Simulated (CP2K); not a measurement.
Runs of CP2K 2026.2 on PbSe (Clausthalite). Symmetry: Fm-3m, No. 225, cubic system. The conventional cell has a = 6.121 Å, b = 6.121 Å, c = 6.121 Å, α = 90.00°, β = 90.00°, γ = 90.00°. Around Pb (site symmetry m-3m) lie 6 Se at 3.06 Å. Se (site symmetry m-3m) is surrounded by 6 Pb at 3.06 Å. 

```tsv
task	level	potentials or basis	k mesh	smearing	EPS_DEFAULT	EPS_SCF	k points reduced by the point group	NGRIDS	CUTOFF of the grids	gap on the mesh (eV)	pressure (GPa)
single point	PBE	POTENTIAL_UZH Pb GTH-PBE-q4, Se GTH-PBE-q6; TZVP-MOLOPT-PBE-GTH basis	8 × 8 × 8	gaussian 0.029 eV	1.0E-10	1.0E-6	yes	5	450 Ry	0.14	3.0
band structure	TB-mBJ	POTENTIAL_UZH Pb GTH-PBE-q4, Se GTH-PBE-q6; TZVP-MOLOPT-PBE-GTH basis	8 × 8 × 8	fermi-dirac 0.05 eV	1.0E-10	1.0E-6	yes	5	675 Ry	0.40	-
band structure	r2SCAN	POTENTIAL_UZH Pb GTH-SCAN-q4, Se GTH-SCAN-q6; TZVP-MOLOPT-SCAN-GTH basis	8 × 8 × 8	fermi-dirac 0.0259 eV	1.0E-9	1.0E-6	yes	5	675 Ry	0.36	0.1
band structure	PBE	POTENTIAL_UZH Pb GTH-PBE-q4, Se GTH-PBE-q6; TZVP-MOLOPT-PBE-GTH basis	8 × 8 × 8	fermi-dirac 0.1 eV	1.0E-9	1.0E-6	yes	4	450 Ry	0.14	2.9
single point	PBE	GTH_POTENTIALS Pb GTH-BLYP-q4, Se GTH-BLYP-q6; DZVP-MOLOPT-SR-GTH basis	8 × 8 × 8	fermi-dirac 0.05 eV	1.0E-9	1.0E-6	yes	5	450 Ry	0.23	(a)
single point	PBE	GTH_POTENTIALS Pb GTH-PBE-q4, Se GTH-PBE-q6; DZVP-MOLOPT-SR-GTH basis	8 × 8 × 8	fermi-dirac 0.05 eV	1.0E-9	1.0E-6	yes	5	450 Ry	0.32	2.3
atomic charges	BLYP	GTH_POTENTIALS Pb GTH-BLYP-q4, Se GTH-BLYP-q6; DZVP-MOLOPT-SR-GTH basis	6 × 6 × 6	fermi-dirac 0.1 eV	1.0E-9	1.0E-6	yes	5	450 Ry	(b)	4.2
single point	PBEsol	POTENTIAL_UZH Pb GTH-PBE-q4, Se GTH-PBE-q6; TZVP-MOLOPT-PBE-GTH basis	8 × 8 × 8	fermi-dirac 0.05 eV	1.0E-10	1.0E-6	yes	4	450 Ry	0.02	1.6
```

Alike in all rows: no spin polarisation; cell as given.

Question: Fill in the values left out.

Answer: (a) 1.0; (b) 0.45.

Caveats: spin-orbit coupling is left out, which as a rule narrows the gap of such compounds by several tenths of an eV; the basis of atomic orbitals isn't converged, which shifts pressures, moduli and gaps; the potentials were made for another functional, which shifts forces and pressure (some runs); this is a model potential without an energy functional, so only levels have meaning (some runs).

A k mesh can miss the band edges, and the runs leave out spin-orbit coupling on Pb, Se.

Not every run made on this cell is shown here.
